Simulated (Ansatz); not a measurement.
Ag under changes of volume

One of the cells (17.806 Å³/atom); the others are scaled copies at fixed shape and fractional positions:

```
Ag
1.0
     2.93000    0.00000    0.00000
    -1.46500    2.53745    0.00000
     0.00000    0.00000    4.79000
Ag
2
Direct
  0.66667 0.33333 0.75000
  0.33333 0.66667 0.25000
```

This isn't the form of Ag at room conditions, which is fcc.

* Program: Ansatz 0.2.0
* Functional: LDA
* Potentials or basis: all-electron LAPW, scalar-relativistic
* Cutoff: 233 eV (chosen from the basis error)
* Basis error allowed: 0.001 eV/atom
* k mesh: 10 × 10 × 6
* Occupations: fermi-dirac, width 0.05 eV
* Spin: no spin polarisation

| volume (Å³/atom) | energy over the lowest point (meV/atom) | pressure (GPa) |
| --- | --- | --- |
| 16.738 | 0.00 | -4.9 |
| 17.094 | ? | ? |
| 17.450 | 31.05 | -8.9 |
| 17.806 | 52.59 | -10.5 |
| 18.162 | 77.39 | -11.8 |
| 18.518 | 104.98 | -13.0 |
| 18.875 | 134.95 | -14.0 |

**Question.** What does the run at 17.094 Å³/atom give?

**Answer.** Energy over the lowest point 13.32 meV/atom; pressure -7.0 GPa.

Worked out: A Birch-Murnaghan fit of order 3 (a polynomial in V^(-2/3)) to the other rows has no minimum within the range. It gives 13.30 meV/atom at 17.094 Å³/atom, against the run's 13.32, and -dE/dV = -7.0 GPa, against -7.0.

Energies are extrapolated to zero smearing.
